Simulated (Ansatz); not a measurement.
# SnSe: how the settings move a single-point run

How sensitive is a single-point run of SnSe to its settings? A reference run comes first, then one run with altered input. The cell is built on a prototype (NiAs type) and needn't be the phase found in nature.

Method: reference: DFT, HSE06, plane waves, PAW, in Ansatz 0.2.0.

2 further runs of the same task are left out: 2 that didn't finish.

## Step 1: The system as given

The structure is hexagonal, space group P6_3/mmc (No. 194). The conventional cell has a = 4.138 Å, b = 4.138 Å, c = 7.484 Å, α = 90.00°, β = 90.00°, γ = 120.00°. Around Sn (site symmetry -3m) lie 6 Se at 3.03 Å. Around Se (site symmetry -6m2) lie 6 Sn at 3.03 Å.

Coordinates:

```cif
data_structure
_symmetry_space_group_name_H-M 'P 1'
_symmetry_Int_Tables_number 1
_cell_length_a 4.1382
_cell_length_b 4.1382
_cell_length_c 7.4841
_cell_angle_alpha 90.000
_cell_angle_beta 90.000
_cell_angle_gamma 120.000
_cell_volume 110.99
loop_
_atom_site_label
_atom_site_type_symbol
_atom_site_fract_x
_atom_site_fract_y
_atom_site_fract_z
_atom_site_occupancy
Sn1 Sn 0.00000 0.00000 0.00000 1
Sn2 Sn 0.00000 0.00000 0.50000 1
Se1 Se 0.33333 0.66667 0.25000 1
Se2 Se 0.66667 0.33333 0.75000 1
```

## Step 2: Reference

Input file input.yaml:

```yaml
crystal:
  lattice:
    - [4.1382210481, 0.0, 0.0]
    - [-2.069110524, 3.5838045541, 0.0]
    - [0.0, 0.0, 7.4840920913]
  atoms:
    - { symbol: Sn, position: [0.0, 0.0, 0.0] }
    - { symbol: Sn, position: [0.0, 0.0, 0.5] }
    - { symbol: Se, position: [0.3333333333, 0.6666666667, 0.25] }
    - { symbol: Se, position: [0.6666666667, 0.3333333333, 0.75] }
kpoints:
  mp_grid: { grid: [6, 6, 2] }
hamiltonian:
  xc: hse06
scf:
  occupations: { method: fermi_dirac, width: 0.02 }
  n_extra_bands: 5
output:
  forces: true
  stress: true
  eigenvalues: true
  write_density: true
  write_potential: true
  elf: true
  volumetric_format: npy
```

On the command line:

```console
> ansatz run input.yaml --threads 4 --pin off --max-ram 3686MiB --backend cpu --events-out ev --progress --plain --runs-dir out
```

## Step 3: Changing settings: ecutwfc 350

Edit input.yaml of step 2 so:

```diff
@@ -21,5 +21,3 @@
   eigenvalues: true
-  write_density: true
-  write_potential: true
-  elf: true
-  volumetric_format: npy
+basis:
+  ecutwfc: 350
```

Before running it: what results should come out? Wanted: for each run, ending; energy change; pressure; gap; force.

**Answer**, as computed:

| run | ending | energy change | pressure (GPa) | gap (eV) | force (eV/Å) | cycles | time |
| --- | --- | --- | --- | --- | --- | --- | --- |
| reference | converged | 0 | -0.2 | 0.00 | 0.00 | 19 | 31 s |
| 1: ecutwfc 350 | converged | +1.6 meV/atom | -0.2 | 0.00 | 0.00 | 19 | 26 s |

Times don't compare one to one where runs were asked for different outputs or read a saved state (see the inputs); cycles may leave out searches for a lower state.

Residual by cycle in the longest SCF loop of each run; runs are numbered as in the table. The quantity is the density residual dr2, in eV.

| cycle | reference | run 1 |
| --- | --- | --- |
| 1 | 0.00154 | 0.00153 |
| 2 | 1.9e-4 | 1.9e-4 |
| 3 | 1.9e-5 | 2.1e-5 |
| 4 | 7.3e-6 | 9.7e-6 |
| 5 | 8.5e-8 | 1.3e-7 |
| 6 | 8.0e-9 | 3.9e-8 |
| 7 | 6.8e-10 | 5.2e-9 |
| 8 | 8.9e-12 | 7.7e-11 |

Changing the cutoff moves the energy by +1.6 meV/atom. The log warns that the cutoff is under what these potentials recommend, so the shift is basis error. Run 1 ran under the cutoff that the potentials recommend, as the log warns, so basis error is mixed into its values.
